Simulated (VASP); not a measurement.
Set up this calculation in VASP 6.6.1, as the native input.

- Task: single point
- Functional: PBEsol
- Potentials or basis: VASP PAW PBE potentials, release 64 (Hf_pv, N)
- Cutoff: 520 eV
- k mesh: 15 × 15 × 8
- Occupations: gaussian, width 0.1 eV
- Spin: no spin polarisation
- Dipole correction: no
- Further INCAR settings: ALGO = Fast; EDIFF = 1e-06; NBANDS = 23

The structure of HfN lies in POSCAR:

```
HfN
1.0
    3.2549395497      0.0000000000      0.0000000000
   -1.6274697749      2.8188603378      0.0000000000
    0.0000000000      0.0000000000      5.4634602577
Hf N
2 2
Direct
    0.6666666700      0.3333333300      0.7500000000
    0.3333333300      0.6666666700      0.2500000000
    0.0000000000      0.0000000000      0.0000000000
    0.0000000000      0.0000000000      0.5000000000
```

The cell comes from a database or a generator and needn't be the stable form of this composition.

The cell isn't the ideal one: strained and moved within the space group.

The input as run:

INCAR

```
PREC = Accurate
ENCUT = 520
EDIFF = 1E-6
ISMEAR = 0
SIGMA = 0.1
LREAL = F
LASPH = T
NELM = 100
ALGO = Fast
ISIF = 2
LWAVE = F
LCHARG = T
GGA = PS
LELF = T
LVHAR = T
NBANDS = 23
```

KPOINTS

```
regular mesh
0
Gamma
  15 15 8
```

Potentials or basis: VASP PAW PBE potentials, release 64 (Hf_pv, N).

Run with:

```bash
$ cat potpaw_PBE.64/Hf_pv/POTCAR potpaw_PBE.64/N/POTCAR > POTCAR
$ mpirun -np 1 vasp_std > vasp.out
```

It gave:

The pressure is -23.2 GPa. The band gap on the k mesh is none (metal or under the smearing width).

Caveat: so large a pressure means that the cell lies far from this level's equilibrium, or that cutoff or potentials fall short; the potentials were made for another functional, which shifts forces and pressure.

Wall time 72 s on 1 thread of AMD EPYC 9R45 96-Core Processor (Zen 5) (shared host), peak memory 0.23 GiB.
